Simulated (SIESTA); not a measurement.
GaN under changes of volume

One of the cells (11.310 Å³/atom); the others are scaled copies at fixed shape and fractional positions:

```
Ga N
1.0
     3.18000    0.00000    0.00000
    -1.59000    2.75396    0.00000
     0.00000    0.00000    5.16600
Ga N
2 2
Cartesian
  1.5900 0.9180 2.5830
  0.0000 1.8360 0.0000
  1.5900 0.9180 4.5203
  0.0000 1.8360 1.9373
```

* Program: SIESTA 5.4.2
* Functional: PBE
* Potentials or basis: PseudoDojo 0.5 standard (PBE files)
* Basis: DZP (energy shift 0.002 Ry; radii capped at 9.5 bohr)
* Grid cutoff: 800 Ry
* Energy shift: 0.002 Ry
* k mesh: 10 × 10 × 5
* Occupations: fermi-dirac, width 0.05 eV
* Spin: no spin polarisation

| volume (Å³/atom) | energy over the lowest point (meV/atom) | pressure (GPa) | gap on the mesh (eV) | largest force (eV/Å) |
| --- | --- | --- | --- | --- |
| 10.632 | ? | ? | ? | ? |
| 10.858 | 67.83 | 21.1 | 2.28 | 0.136 |
| 11.084 | 41.84 | 15.8 | 2.13 | 0.132 |
| 11.310 | 22.84 | 11.3 | 1.99 | 0.131 |
| 11.537 | 9.77 | 7.2 | 1.85 | 0.126 |
| 11.763 | 2.34 | 3.4 | 1.71 | 0.125 |
| 11.989 | 0.00 | 0.1 | 1.58 | 0.125 |

Task: What does the run at 10.632 Å³/atom give?

Result: Energy over the lowest point 101.52 meV/atom; pressure 26.6 GPa; gap on the mesh 2.43 eV; largest force 0.142 eV/Å.

Worked out: A Birch-Murnaghan fit of order 3 (a polynomial in V^(-2/3)) to the other rows has its minimum at 11.99 Å³/atom, just outside them, with B0 = V·E''(V) = 170 GPa and B' = 4.3 at fixed shape and positions, which overstates the stiffness. It gives 101.28 meV/atom at 10.632 Å³/atom, against the run's 101.52, and -dE/dV = 26.6 GPa, against 26.6. A straight line through the other rows of the gap, of slope -7.06 eV per unit of ln V (its deformation potential), extrapolates to 2.43 eV, against the run's 2.43.

Energies are extrapolated to zero smearing.

Caveats: semicore shells carry a single zeta, which can move pressures by several GPa and volumes by a few percent; an odd mesh through Γ misses points on the zone boundary, where band edges often lie; the basis of atomic orbitals isn't converged, which shifts pressures, moduli and gaps. Spin-orbit coupling on Ga is left out.
